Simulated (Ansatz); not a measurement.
# CdSe (CsCl type): from bands to localised orbitals

Where do the localised orbitals of CdSe (CsCl type) sit, how far are they spread, and how do the settings change that? The runs, in order: PBE, anion s p, 6×6×6; PBE, anion s p, 4×4×4; PBE, anion p, 6×6×6; PBE, all s p, disentangled, 6×6×6; PBE, metal d and anion p, 6×6×6; PBE, metal d, 6×6×6; r2SCAN, anion s p, 6×6×6; r2SCAN, all s p, disentangled, 6×6×6 (level, trial orbitals, Wannier mesh).

Computed with Ansatz 0.2.0 (plane waves, PAW, unless a step's input says otherwise).

4 further runs of the same task are left out: 4 that didn't finish. Runs told in other sessions of the task aren't counted.

**1. The structure to begin with**

It takes space group Pm-3m (No. 221, cubic). The conventional cell has a = 3.533 Å, b = 3.533 Å, c = 3.533 Å, α = 90.00°, β = 90.00°, γ = 90.00°. Cd (site symmetry m-3m) is surrounded by 8 Se at 3.06 Å. Se (site symmetry m-3m) has 8 Cd at 3.06 Å in its first shell of neighbours.

As a file:

```
Cd Se
1.0
     3.53310    0.00000    0.00000
     0.00000    3.53310    0.00000
     0.00000    0.00000    3.53310
Cd Se
1 1
Direct
  0.00000 0.00000 0.00000
  0.50000 0.50000 0.50000
```

The cell was relaxed beforehand with r2SCAN; those runs aren't shown.

**2. PBE, anion s p, 6×6×6**

Input file input.yaml:

```yaml
crystal:
  lattice:
    - [3.5331017334, 0.0, 0.0]
    - [0.0, 3.5331017334, 0.0]
    - [0.0, 0.0, 3.5331017334]
  atoms:
    - { symbol: Cd, position: [0.0, 0.0, 0.0] }
    - { symbol: Se, position: [0.5, 0.5, 0.5] }
kpoints:
  mp_grid: { grid: [6, 6, 6] }
  band_path:
    path:
      - [[0.0, 0.0, 0.0], [8.823452587718e-51, 0.5, -1.584774277358e-68], [0.5, 0.5, -1.45362731462e-34], [0.0, 0.0, 0.0], [0.5, 0.5, 0.5], [8.823452587718e-51, 0.5, -1.584774277358e-68]]
      - [[0.5, 0.5, 0.5], [0.5, 0.5, -1.45362731462e-34]]
    npoints: 10
hamiltonian:
  xc: pbe
scf:
  occupations: { method: fermi_dirac, width: 0.02 }
  n_extra_bands: 6
output:
  forces: false
  stress: false
  eigenvalues: true
  wannier:
    kmesh: [6, 6, 6]
    projections: [{ species: Se, l: s, shell: 4 }, { species: Se, l: p, shell: 4 }]
    minimise: true
    write_hr: true
    conv_tol: 1.0e-08
    max_iter: 3000
```

On the command line:

```bash
$ ansatz run input.yaml --threads 4 --pin off --max-ram 3686MiB --backend cpu --events-out ev --progress --plain --runs-dir out
```

What it wrote (excerpt; [...] marks lines left out):

```text
Warning: RAYON_NUM_THREADS=4 ignored (pool sized by the plan → 4); use --threads N
scf.n_extra_bands = 6 over 18 filled bands (N_el = 36.0): the run solves 24 bands
[...]
Pseudopotentials: kind: paw
Pseudopotential: Cd, paw, valence charge 20, recommended cutoff 420 eV (normal), Cd.paw.azcp
Pseudopotential: Se, paw, valence charge 16, recommended cutoff 420 eV (normal), Se.paw.azcp
Functional definition: PBE
[...]
Crystal: 2 atoms, lattice volume = 44.103 Å³
Basis set: ecut = 420 eV, 847 PW (Γ)
Bands: 24, of which v1, the nominal top of the filled ones, is band 18 counted from 1 (17 counted from 0)
Symmetry: 48 space group operations
Space group: Pm-3m (ITA 221), of the structure as read, at distance tolerance 3.5e-5 Å
k-points: 20 of 216
[...]
NSCF: frozen V_eff on 23 k-points
the Wannier pass solved 23 of the 216 points of its mesh, and has the states at the others by symmetry: states obtained by the crystal's operations at points that were solved too leave a residual of 2.77e-13 eV (read by the count's bands and the next), within 4.76e-6 eV
SCF converged after 6 iterations
Free energy (F): -13723.567122 eV
[...]
E sigma→0 (E₀):  -13723.565223 eV
Entropy (-TS):   -0.003798 eV (-1.899 meV/atom)
Fermi energy:    11.868798 eV
[...]
--- Band table (eV; the first three rows and the last of 20) ---
[... band rows left out ...]
[...]
Wannier search: line search 1 of at most 3000: gauge-dependent spread (as the search counts it) 1.8938400 Å², largest recent change 1.5e-1 Å² and fall left 4.7e-4 Å² against conv_tol 1.0e-8 Å², 0 stops escaped
```

Wall time 1.7 s (4 threads of Arm Neoverse V2, shared host); peak memory 0.4 GiB.

wannier.win, as written (k points left out):

```
! ansatz wannier90 interface
! projections by site (counted from 0) and shell: 1 4S, 1 4P
! states of the run's bands (counted from 1): 10-10, combinations of 16-19
! their least projectability: 0.8260
num_bands = 4
num_wann  = 4
num_iter  = 2000
conv_tol = 1e-8
conv_window = 5
guiding_centres = true
write_hr = true

begin unit_cell_cart
Ang
  3.5331017334  0.0  0.0
  0.0  3.5331017334  0.0
  0.0  0.0  3.5331017334
end unit_cell_cart

begin atoms_frac
Cd  0.0  0.0  0.0
Se  0.5  0.5  0.5
end atoms_frac

mp_grid = 6 6 6
```

wannier.win names the bands that the functions span: 10, combinations of 16-19 (counted from 1; 18 are filled by count, though the bands overlap). Combinations are drawn from entangled bands, so such a model needn't follow any one band.

The head of wannier.spreads.toml:

```toml
omega_i_ang2 = 8.542919858163543
omega_d_ang2 = 0.003222596053536912
omega_od_ang2 = 1.1534744043087557
omega_total_ang2 = 9.699616858525836
least_projectability = 0.8259845080014682
b_vectors_match_mmn = true
n_iter = 44
converged = true
rejected_fitted_steps = 0
```

The functions (centres in Å, on-site energies from the highest level of the last filled band):

```
n      x      y      z  spread (Å²)  on-site (eV)  nearest atoms  distance (Å)
1  1.477  1.477  1.477        2.345        -5.729            Se2          0.50
2  1.685  1.684  2.228        2.452        -5.163            Se2          0.48
3  2.228  1.684  1.684        2.452        -5.163            Se2          0.48
4  1.685  2.228  1.685        2.452        -5.162            Se2          0.48
```

The largest hoppings ⟨m, 0|H|n, R⟩, one of each Hermitian pair (signs follow the phases of the functions):

```
m  n      R  distance (Å)  t (eV)
1  3  0 0 0          0.81  -2.606
1  2  0 0 0          0.81  -2.606
1  4  0 0 0          0.81  -2.606
2  3  0 0 0          0.77  -2.340
3  4  0 0 0          0.77  -2.340
2  4  0 0 0          0.77  -2.340
4  4  0 1 0          3.53   0.708
2  2  0 0 1          3.53   0.708
3  3  1 0 0          3.53   0.708
3  1  1 0 0          2.80  -0.701
2  1  0 0 1          2.80  -0.701
4  1  0 1 0          2.80  -0.700
1  3  1 0 0          4.29  -0.329
1  2  0 0 1          4.29  -0.329
```

Interpolated bands at the corners of the path, eV from the highest level of the last filled band:

```
point      e1     e2     e3     e4
    Γ  -13.85  -1.34  -1.34  -1.34
    X  -12.95  -6.17  -0.07  -0.07
    M  -12.54  -4.61  -4.61   0.04
    Γ  -13.85  -1.34  -1.34  -1.34
    R  -11.69  -2.35  -2.35  -2.35
    X  -12.95  -6.17  -0.07  -0.07
    R  -11.69  -2.35  -2.35  -2.35
    M  -12.54  -4.61  -4.61   0.04
```

Along the path each interpolated band stays within 0.01, 0.53, 0.11, 0.03 eV of the nearest computed level, from the lowest band up.

**3. PBE, anion s p, 4×4×4**

input.yaml, as its differences from that of step 2:

```diff
@@ -25,3 +25,3 @@
   wannier:
-    kmesh: [6, 6, 6]
+    kmesh: [4, 4, 4]
     projections: [{ species: Se, l: s, shell: 4 }, { species: Se, l: p, shell: 4 }]
```

On the command line:

```bash
$ ansatz run input.yaml --threads 4 --pin off --max-ram 3686MiB --backend cpu --events-out ev --progress --plain --runs-dir out
```

What it wrote (excerpt; [...] marks lines left out):

```text
Warning: RAYON_NUM_THREADS=4 ignored (pool sized by the plan → 4); use --threads N
scf.n_extra_bands = 6 over 18 filled bands (N_el = 36.0): the run solves 24 bands
[...]
[... 4 set-up lines as earlier in the session ...]
[...]
Crystal: 2 atoms, lattice volume = 44.103 Å³
[...]
SCF converged after 6 iterations
Free energy (F): -13723.567122 eV
[...]
E sigma→0 (E₀):  -13723.565223 eV
Entropy (-TS):   -0.003798 eV (-1.899 meV/atom)
Fermi energy:    11.868798 eV
[...]
--- Band table (eV; the first three rows and the last of 20) ---
[... band rows left out ...]
[...]
Wannier search: line search 1 of at most 3000: gauge-dependent spread (as the search counts it) 1.7804734 Å², largest recent change 8.5e-2 Å² and fall left 8.2e-5 Å² against conv_tol 1.0e-8 Å², 0 stops escaped
```

Run time: 1.2 s. Hardware: 4 threads of Arm Neoverse V2, shared host; peak memory 0.31 GiB.

wannier.win names the bands that the functions span: 10, combinations of 16-19 (counted from 1; 18 are filled by count, though the bands overlap). Combinations are drawn from entangled bands, so such a model needn't follow any one band.

The head of wannier.spreads.toml:

```toml
omega_i_ang2 = 7.51768897319144
omega_d_ang2 = 0.0032911996333631123
omega_od_ang2 = 1.0971226219548456
omega_total_ang2 = 8.618102794779649
least_projectability = 0.8318118937886947
b_vectors_match_mmn = true
n_iter = 38
converged = true
rejected_fitted_steps = 0
```

The functions (centres in Å, on-site energies from the highest level of the last filled band):

```
n      x      y      z  spread (Å²)  on-site (eV)  nearest atoms  distance (Å)
1  1.466  1.466  1.466        2.072        -5.834            Se2          0.52
2  1.685  1.685  2.245        2.182        -5.101            Se2          0.49
3  2.245  1.685  1.685        2.182        -5.101            Se2          0.49
4  1.685  2.245  1.685        2.182        -5.101            Se2          0.49
```

Along the path each interpolated band stays within 0.02, 0.70, 0.24, 0.05 eV of the nearest computed level, from the lowest band up.

**4. PBE, anion p, 6×6×6**

input.yaml, as its differences from that of step 3:

```diff
@@ -25,4 +25,4 @@
   wannier:
-    kmesh: [4, 4, 4]
-    projections: [{ species: Se, l: s, shell: 4 }, { species: Se, l: p, shell: 4 }]
+    kmesh: [6, 6, 6]
+    projections: [{ species: Se, l: p, shell: 4 }]
     minimise: true
@@ -31 +31,5 @@
     max_iter: 3000
+  write_density: true
+  write_potential: true
+  elf: true
+  volumetric_format: npy
```

On the command line:

```bash
$ ansatz run input.yaml --threads 4 --pin off --max-ram 3686MiB --backend cpu --events-out ev --progress --plain --runs-dir out
```

What it wrote (excerpt; [...] marks lines left out):

```text
Warning: RAYON_NUM_THREADS=4 ignored (pool sized by the plan → 4); use --threads N
scf.n_extra_bands = 6 over 18 filled bands (N_el = 36.0): the run solves 24 bands
[...]
[... 4 set-up lines as earlier in the session ...]
[...]
Crystal: 2 atoms, lattice volume = 44.103 Å³
[...]
SCF converged after 6 iterations
Free energy (F): -13723.567122 eV
[...]
E sigma→0 (E₀):  -13723.565223 eV
Entropy (-TS):   -0.003798 eV (-1.899 meV/atom)
Fermi energy:    11.868798 eV
[...]
--- Band table (eV; the first three rows and the last of 20) ---
[... band rows left out ...]
[...]
Wannier search: line search 1 of at most 3000: gauge-dependent spread (as the search counts it) 0.1281949 Å², largest recent change 1.1e-3 Å² and fall left 8.3e-8 Å² against conv_tol 1.0e-8 Å², 0 stops escaped
```

Wall time 1.6 s (4 threads of Arm Neoverse V2, shared host); peak memory 0.4 GiB.

wannier.win, as written (k points left out):

```
! ansatz wannier90 interface
! projections by site (counted from 0) and shell: 1 4P
! states of the run's bands (counted from 1): combinations of 16-19
! their least projectability: 0.7629
num_bands = 3
num_wann  = 3
num_iter  = 2000
conv_tol = 1e-8
conv_window = 5
guiding_centres = true
write_hr = true

begin unit_cell_cart
Ang
  3.5331017334  0.0  0.0
  0.0  3.5331017334  0.0
  0.0  0.0  3.5331017334
end unit_cell_cart

begin atoms_frac
Cd  0.0  0.0  0.0
Se  0.5  0.5  0.5
end atoms_frac

mp_grid = 6 6 6
```

wannier.win names the bands that the functions span: combinations of 16-19 (counted from 1; 18 are filled by count, though the bands overlap). Combinations are drawn from entangled bands, so such a model needn't follow any one band.

The head of wannier.spreads.toml:

```toml
omega_i_ang2 = 8.93419138062832
omega_d_ang2 = 0.00000000000000000000005501830401981537
omega_od_ang2 = 0.12819481809343067
omega_total_ang2 = 9.06238619872175
least_projectability = 0.7628942111849287
b_vectors_match_mmn = true
n_iter = 7
converged = true
rejected_fitted_steps = 0
```

The functions (centres in Å, on-site energies from the highest level of the last filled band):

```
n      x      y      z  spread (Å²)  on-site (eV)  nearest atoms  distance (Å)
1  1.767  1.767  1.767        3.021        -2.802            Se2          0.00
2  1.767  1.767  1.767        3.021        -2.802            Se2          0.00
3  1.767  1.767  1.767        3.021        -2.802            Se2          0.00
```

The largest hoppings ⟨m, 0|H|n, R⟩, one of each Hermitian pair (signs follow the phases of the functions):

```
m  n       R  distance (Å)  t (eV)
2  2   1 0 0          3.53   1.039
3  3   0 1 0          3.53   1.039
1  1   0 0 1          3.53   1.039
1  1   0 1 0          3.53  -0.366
3  3   0 0 1          3.53  -0.366
1  1   1 0 0          3.53  -0.366
3  3   1 0 0          3.53  -0.366
2  2   0 0 1          3.53  -0.366
2  2   0 1 0          3.53  -0.366
3  1  0 1 -1          5.00  -0.171
1  3  0 1 -1          5.00  -0.171
2  1   1 0 1          5.00   0.171
1  2   1 0 1          5.00   0.171
2  3   1 1 0          5.00   0.171
```

Interpolated bands at the corners of the path, eV from the highest level of the last filled band:

```
point     e1     e2     e3
    Γ  -1.34  -1.34  -1.34
    X  -6.17  -0.07  -0.07
    M  -4.61  -4.61   0.04
    Γ  -1.34  -1.34  -1.34
    R  -2.35  -2.35  -2.35
    X  -6.17  -0.07  -0.07
    R  -2.35  -2.35  -2.35
    M  -4.61  -4.61   0.04
```

Along the path each interpolated band stays within 0.64, 0.11, 0.04 eV of the nearest computed level, from the lowest band up.

[end of part 1 of 3]
